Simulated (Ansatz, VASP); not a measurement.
Two plane-wave programs on Y

POSCAR

```
Y
1.0
    0.0000000000      2.4850000000      2.4850000000
    2.4850000000      0.0000000000      2.4850000000
    2.4850000000      2.4850000000      0.0000000000
Y
1
Direct
    0.0000000000      0.0000000000      0.0000000000
```

The input INCAR.step1:

```
ALGO = Normal
EDIFF = 1E-4
ENCUT = 520
GGA = PE
ISMEAR = 0
LASPH = True
LCHARG = False
LREAL = False
LWAVE = True
NBANDS = 12
NELM = 100
PREC = Accurate
SIGMA = 0.15
```

File INCAR.step2:

```
ALGO = Normal
EDIFF = 1E-6
ENCUT = 520
ISIF = 2
ISMEAR = 0
ISTART = 1
LASPH = True
LCHARG = False
LMIXTAU = True
LREAL = False
LWAVE = False
METAGGA = R2SCAN
NBANDS = 12
NELM = 100
PREC = Accurate
SIGMA = 0.15
```

KPOINTS

```
k-points
0
Gamma
  18 18 18
```

Input for Ansatz:

```yaml
crystal:
  lattice:
    - [0.0, 2.485, 2.485]
    - [2.485, 0.0, 2.485]
    - [2.485, 2.485, 0.0]
  atoms:
    - { symbol: "Y", position: [0.0, 0.0, 0.0] }
basis:
  ecutwfc: 500
kpoints:
  mp_grid: { grid: [18, 18, 18] }
hamiltonian:
  xc: r2scan
scf:
  occupations: { method: gaussian, width: 0.15 }
output:
  forces: true
  stress: true
  eigenvalues: true
```

This isn't the form of Y at room conditions, which is hcp.

Alike in both runs: task single point; functional r2SCAN; k mesh 18 × 18 × 18; occupations gaussian, width 0.15 eV; no spin polarisation.

|  | VASP | Ansatz |
| --- | --- | --- |
| version | VASP 6.6.1 | Ansatz 0.2.0 |
| potentials or method | VASP PAW PBE potentials, release 64 (Y_sv) | scalar-relativistic, plane waves, PAW |
| plane-wave cutoff (eV) | 520 | 500 |
| valence electrons in the cell | 11 | 11 |

VASP gave:

| Property | Result |
| --- | --- |
| gap on the k mesh at the Fermi level (eV) | none |
| pressure (GPa) | 3.5 |

Q: Which values does Ansatz return?

A: gap on the k mesh at the Fermi level (eV): none; pressure (GPa): 3.3.

A gap of «none» marks a metal or a gap that the smearing closes. The functional is the same, so the differences come from potentials, cutoffs and numerics.

Caveats: the PAW data sets were made with another functional, which shifts forces and pressure a little (VASP).
